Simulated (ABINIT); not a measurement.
A run of ABINIT 10.8.3 (patched build) is set up as follows.

File run.abi:

```
# Pseudopotentials
pp_dirpath "./"
pseudos "Fe.GGA_PBE-JTH.xml, O.GGA_PBE-JTH.xml"

# Structure
acell 5.8011900809 5.8011900809 5.8011900809
rprim
     0.4947528865     0.2856457122     0.8207472866
    -0.4947528865     0.2856457122     0.8207472866
     0.0000000000    -0.5712914244     0.8207472866
ntypat 2
znucl 26 8
natom 2
typat 1 2
xred
     0.0000000000     0.0000000000     0.0000000000
     0.5000000000     0.5000000000     0.5000000000
chkprim 0
chksymtnons 0
tolsym 1.0e-6

# Plane-wave basis
ecut 26.0
pawecutdg 48.0
pawxcdev 0

# k points
kptopt 1
ngkpt 8 8 8
nshiftk 1
shiftk 0.0 0.0 0.0

# Exchange and correlation
ixc -116133

# Bands and occupations
nband 16
occopt 3
tsmear 0.05 eV

# Spin
nsppol 2
spinat
     0.0000000000     0.0000000000     3.0000000000
     0.0000000000     0.0000000000     0.0000000000

# SCF cycle
nstep 100
tolvrs 1.0e-9

# Output
iomode 3
prtwf 0
prtden 0
prteig 0
prtebands 0
enunit 1

# Relaxation
ionmov 22
ntime 60
tolmxf 0.0001
optcell 2
dilatmx 1.08
ecutsm 0.5
```

Potentials or basis: JTH PAW PBE v2.0.

Command:

```sh
$ mpirun --bind-to none -np 4 abinit run.abi > log 2>&1
```

Question: Estimate the band gap on the k mesh.

Answer: None (metal or under the smearing width).

Question: What does it give for the site moments?

Answer: Fe +3.57; O +0.30 μB.

Question: Estimate the space group after relaxing (to 0.05 Å).

Answer: Fm-3m (No. 225).

Question: Estimate the relaxed volume.

Answer: 9.58 Å³/atom.

Step by step:
| step | energy change (eV) | largest force (eV/Å) | pressure (GPa) | volume (Å³) |
| --- | --- | --- | --- | --- |
| 1 | 0.0000 | 0.0000 | -9.30 | 20.13 |
| 2 | -0.0243 | 0.0000 | -4.26 | 19.57 |
| 3 | -0.0301 | 0.0000 | 0.35 | 19.12 |
| 4 | -0.0302 | 0.0000 | 0.02 | 19.15 |
| 5 | -0.0303 | 0.0000 | -0.17 | 19.17 |
| 6 | -0.0304 | 0.0000 | -0.27 | 19.17 |
| 7 | -0.0304 | 0.0000 | -0.05 | 19.15 |
| 8 | -0.0304 | 0.0000 | -0.01 | 19.15 |

Caveat: the PAW data sets were made with another functional, which shifts forces and pressure a little; a cell with one magnetic atom can't hold antiferromagnetic order, which such compounds often take; semilocal functionals often make such compounds metallic where correlation or magnetic order opens a gap, which also shifts bond lengths.

The cell as given is a measured one (10.07 Å³/atom); PBEsol puts the equilibrium volume -4.9 % from it, thermal expansion not counted.
